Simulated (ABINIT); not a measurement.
The system is Ni.

```
Ni
1.0
     2.44802    0.00000    0.00000
    -1.22401    2.12005    0.00000
     0.00000    0.00000    4.07281
Ni
2
Direct
  0.66667 0.33333 0.75000
  0.33333 0.66667 0.25000
```

This isn't the form of Ni at room conditions, which is fcc.

Base run:

```yaml
Program: ABINIT 10.8.3 (patched build)
Functional: LDA
Potentials_or_basis: PseudoDojo NC SR LDA v0.4.1 standard
Cutoff: 1252 eV
k_mesh: 9 × 9 × 5
Occupations: fermi-dirac, width 0.05 eV
Spin: collinear spin, ferromagnetic start
Starting_moments: "[1.0, 1.0] μB"
```

Its results: pressure -12.2 GPa; net moment 1.08 μB per cell; site moments Ni +0.57 μB.

Task: The run is repeated on the same cell with these changes: k mesh from 9 × 9 × 5 to 20 × 20 × 12, shifted; occupations from fermi-dirac, width 0.05 eV to gaussian, width 0.1 eV. What comes out?

Result: Pressure -11.9 GPa; net moment 1.23 μB per cell; site moments Ni +0.65 μB.
